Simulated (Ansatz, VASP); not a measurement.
# B: VASP beside Ansatz

File INCAR:

```
PREC = Accurate
ENCUT = 600
EDIFF = 1E-7
ISMEAR = 0
SIGMA = 0.1
LREAL = False
LASPH = True
NELM = 80
ALGO = Normal
ISIF = 3
LWAVE = False
LCHARG = False
GGA = PE
IBRION = 2
NSW = 90
EDIFFG = -0.04
```

KPOINTS

```
regular mesh
0
Gamma
  6 6 2
```

POSCAR

```
B
1.0
    2.9319219200      0.0000000000      0.0000000000
   -1.4659609600      2.5391188700      0.0000000000
    0.0000000000      0.0000000000     10.3425477700
B
10
Direct
    0.3333333300      0.6666666700      0.5790258200
    0.6666666700      0.3333333300      0.0790258200
    0.0000000000      0.0000000000      0.7500000000
    0.3333333300      0.6666666700      0.9209741800
    0.0000000000      0.0000000000      0.2500000000
    0.6666666700      0.3333333300      0.4209741800
    0.3333333300      0.6666666700      0.7500000000
    0.0000000000      0.0000000000      0.5000000000
    0.6666666700      0.3333333300      0.2500000000
    0.0000000000      0.0000000000      0.0000000000
```

Input for Ansatz:

```yaml
crystal:
  lattice:
    - [2.93192192, 0.0, 0.0]
    - [-1.46596096, 2.53911887, 0.0]
    - [0.0, 0.0, 10.34254777]
  atoms:
    - { symbol: B, position: [0.33333333, 0.66666667, 0.57902582] }
    - { symbol: B, position: [0.66666667, 0.33333333, 0.07902582] }
    - { symbol: B, position: [0.0, 0.0, 0.75] }
    - { symbol: B, position: [0.33333333, 0.66666667, 0.92097418] }
    - { symbol: B, position: [0.0, 0.0, 0.25] }
    - { symbol: B, position: [0.66666667, 0.33333333, 0.42097418] }
    - { symbol: B, position: [0.33333333, 0.66666667, 0.75] }
    - { symbol: B, position: [0.0, 0.0, 0.5] }
    - { symbol: B, position: [0.66666667, 0.33333333, 0.25] }
    - { symbol: B, position: [0.0, 0.0, 0.0] }
basis:
  ecutwfc: 420
kpoints:
  mp_grid: { grid: [6, 6, 2] }
hamiltonian:
  xc: pbe
scf:
  occupations: { method: gaussian, width: 0.1 }
  lower_state_search: "off"
output:
  forces: true
  stress: true
  eigenvalues: true
relax:
  adjacent_minimum: "off"
  f_tol: 0.04
  max_steps: 70
  cell: { stress_tol: 0.4 }
```

Alike in both runs: task relaxation of cell and atoms; functional PBE; k mesh 6 × 6 × 2; occupations gaussian, width 0.1 eV; no spin polarisation.

|  | VASP | Ansatz |
| --- | --- | --- |
| version | VASP 6.6.1 | Ansatz 0.2.0 |
| potentials or method | VASP PAW PBE potentials, release 64 (B) | scalar-relativistic, plane waves, PAW |
| plane-wave cutoff (eV) | 600 | 420 |
| valence electrons in the cell | 30 | 30 |

Ansatz gave:

| Quantity | Value |
| --- | --- |
| gap on the k mesh at the Fermi level, each at its own relaxed structure (eV) | none |
| relaxed volume (Å³/atom) | 6.95 |
| relaxed cell length with the largest relative difference (Å) | 9.108 |
| energy change over the relaxation (meV/atom) | -138 |

**Question.** Estimate VASP's values.

**Answer.** gap on the k mesh at the Fermi level, each at its own relaxed structure (eV): none; relaxed volume (Å³/atom): 6.90; relaxed cell length with the largest relative difference (Å): 8.976; energy change over the relaxation (meV/atom): -139.

A gap of «none» marks a metal or a gap that the smearing closes.

Caveats: the k mesh is coarse (spacing up to 0.41 Å⁻¹), so the values aren't converged.
